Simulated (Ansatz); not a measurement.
Crystal: AlNi.

```xyz
2
Lattice="2.8810 0.0000 0.0000 0.0000 2.8810 0.0000 0.0000 0.0000 2.8810" Properties=species:S:1:pos:R:3 pbc="T T T"
Ni    1.4405    1.4405    1.4405
Al    0.0000    0.0000    0.0000
```

Base run:

- Program: Ansatz 0.2.0
- Functional: PBE
- Potentials or basis: Ansatz PAW
- Cutoff: 420 eV (not typed: the program's choice for these potentials)
- k mesh: 8 × 8 × 8
- Occupations: fermi-dirac, width 0.05 eV
- Spin: collinear spin, ferromagnetic start
- Starting moments: [1.2, 0.0] μB
- Fixed moment: 1.2 μB

Its results: pressure 7.9 GPa; site moments Ni +0.85; Al +0.12 μB.

Problem. The run is repeated on the same cell with these changes: fixed moment from 1.2 μB to 0.2 μB; moments at the start from [1.2, 0.0] to [0.2, 0.0]. What comes out?

Solution. Pressure 2.2 GPa; site moments Ni +0.16; Al +0.01 μB.

Caveats: the total moment is fixed, so each spin has its own Fermi level; the thresholds are loose for stress.
